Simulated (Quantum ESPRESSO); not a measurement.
Input of a Quantum ESPRESSO 7.5 run:

Contents of pw.in:

```
&CONTROL
  calculation = 'vc-relax'
  prefix = 'pwscf'
  outdir = './tmp'
  pseudo_dir = './pseudo'
  tprnfor = .true.
  tstress = .true.
  disk_io = 'low'
  nstep = 40
  forc_conv_thr = 0.0004
  etot_conv_thr = 1d-05
/
&SYSTEM
  ibrav = 0
  nat = 1
  ntyp = 1
  ecutwfc = 69
  nbnd = 12
  occupations = 'smearing'
  smearing = 'fd'
  degauss = 0.00367493
/
&ELECTRONS
  conv_thr = 2d-10
  electron_maxstep = 120
  mixing_beta = 0.5
/
&IONS
  ion_dynamics = 'bfgs'
/
&CELL
  cell_dynamics = 'bfgs'
  press = 50
  press_conv_thr = 0.3
/
ATOMIC_SPECIES
Hf   178.4900 Hf-sp.oncvpsp.upf
CELL_PARAMETERS angstrom
   0.0000000000    2.2200000000    2.2200000000
   2.2200000000    0.0000000000    2.2200000000
   2.2200000000    2.2200000000    0.0000000000
ATOMIC_POSITIONS crystal
Hf     0.0000000000    0.0000000000    0.0000000000
K_POINTS automatic
10 10 10 0 0 0
```

Potentials or basis: SSSP 1.3 efficiency PBE.

Launch:

```console
$ OMP_NUM_THREADS=1 pw.x -in pw.in > pw.out
```

Task: What does it give for the relaxed cell?

Result: a = 3.123 Å, b = 3.123 Å, c = 3.123 Å, α = 60.00°, β = 60.00°, γ = 60.00°.

Task: Estimate the space group after relaxing (to 0.05 Å).

Result: Fm-3m (No. 225).

Task: Predict the band gap on the k mesh.

Result: None (metal or under the smearing width).

Task: What does it give for the relaxed volume?

Result: 21.54 Å³/atom.

The path:
| step | energy change (eV) | largest force (eV/Å) | pressure (GPa) | volume (Å³) |
| --- | --- | --- | --- | --- |
| 1 | 0.0000 | 0.0000 | 3.15 | 21.88 |
| 2 | 0.0047 | 0.0000 | 4.26 | 21.68 |
| 3 | 0.0086 | 0.0000 | 5.02 | 21.54 |
| 4 | 0.0086 | 0.0000 | 5.00 | 21.54 |

Spin-orbit coupling is left out, which matters for the levels of Hf.
